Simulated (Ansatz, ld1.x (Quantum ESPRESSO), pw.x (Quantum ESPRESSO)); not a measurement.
# gallium (Ga): one change to the ultrasoft potential, in the atom and in the fcc crystal

```json
{
  "Element": "gallium (Ga)",
  "Generator": "ld1.x (Quantum ESPRESSO) 7.5",
  "Type": "ultrasoft",
  "Functional": "PBEsol",
  "Relativity": "scalar-relativistic",
  "Frozen core": "[Ar] 3d10",
  "Valence charge": "3",
  "Reference configuration": "4s2 4p1",
  "Partial waves": "4s (bound): rcut 1.40, rcutus 1.75 bohr; 4s channel at -0.35 Ry: rcut 1.40, rcutus 1.75 bohr; 4p (bound): rcut 2.50, rcutus 3.05 bohr; 4p channel at 3.65 Ry: rcut 2.50, rcutus 3.05 bohr; 4d channel at 0.35 Ry: rcut 2.05, rcutus 2.40 bohr; 4d channel at 2.4 Ry: rcut 2.05, rcutus 2.40 bohr",
  "Local potential": "all-electron potential smoothed inside 1.60 bohr (lloc = -2)",
  "Core correction": "Bessel-smoothed model core, default radius (core density twice the valence density)",
  "Augmentation charge": "PSQ, radius 1.50 bohr"
}
```

Change: local potential all-electron potential smoothed inside 2.15 bohr (lloc = -1).

Cutoffs, loose and tight: the cutoffs (Ry, on a coarse ladder) from which the occupation-weighted sum of valence levels, in a spherical-Bessel basis at the reference potential, stays within 10 and 1 mRy of its value at 400 Ry. They do not see the model core or the augmentation charge, which bear on the density cutoff. Test errors are all-electron minus pseudo excitation energies from the reference, over the configurations 4s2 4p0; 4s1 4p0; 4s2 4p0.5; 4s1 4p2; 4s1 4p1; 4s2 4p1.3; 4s0 4p3; variants that change the core or the reference have their own tests.

Crystal test: fcc Ga in pw.x 7.5, no spin, 14³ k-points, Fermi–Dirac smearing 0.01 Ry, cutoffs set for each file from its atomic test. The reference is all-electron LAPW (Ansatz 0.2.0) with the same functional, mesh and smearing; V0 and B0 come from Birch–Murnaghan fits to the pressures at five volumes. Errors are pseudo minus all-electron; Δ is the rms difference of the E(V) curves that follow from these fits, minima aligned, over ±6 % about the mean V0. Mesh and smearing are coarse, so the numbers serve the comparison and aren't converged zero-temperature values; the lattice is a test structure that the element need not adopt.

All-electron: a0 = 4.140 Å (V0 = 17.74 Å³/atom), B0 = 60.2 GPa.

Task: Does the change bring the crystal closer to the all-electron result?

Result: The mean pressure error goes from -1.18 to -1.02 GPa, so the change moves the solid closer to the all-electron pressures.

| quantity | base | changed |
| --- | --- | --- |
| outcome (atom) | generated | generated |
| cutoff, loose (atom) | 10 Ry | 10 Ry |
| cutoff, tight (atom) | 15 Ry | 15 Ry |
| bound ghosts (atom) | none | none |
| largest test error (meV) (atom) | -208 | -208 |
| cutoffs in pw.x (Ry) | 40/320 | 40/320 |
| a0 (Å) | 4.114 | 4.117 |
| a0 error (%) | -0.63 | -0.54 |
| B0 error (%) | +9.0 | +8.7 |
| Δ (meV/atom) | 4.5 | 3.9 |
| mean pressure error (GPa) | -1.18 | -1.02 |

Base: The largest radius (3.05 bohr) exceeds half the bond length (2.76 bohr), so the spheres overlap, which is one possible source of error among others. This is a poor potential for the solid. The logarithmic derivative shows an extra or strongly shifted pseudo pole above the reference energy (d near 1.43 Ry). Changed file: The largest radius (3.05 bohr) exceeds half the bond length (2.76 bohr), so the spheres overlap, which is one possible source of error among others. This is a poor potential for the solid. The logarithmic derivative shows an extra or strongly shifted pseudo pole above the reference energy (d near 1.63 Ry). The atomic cutoffs weigh occupied waves only.
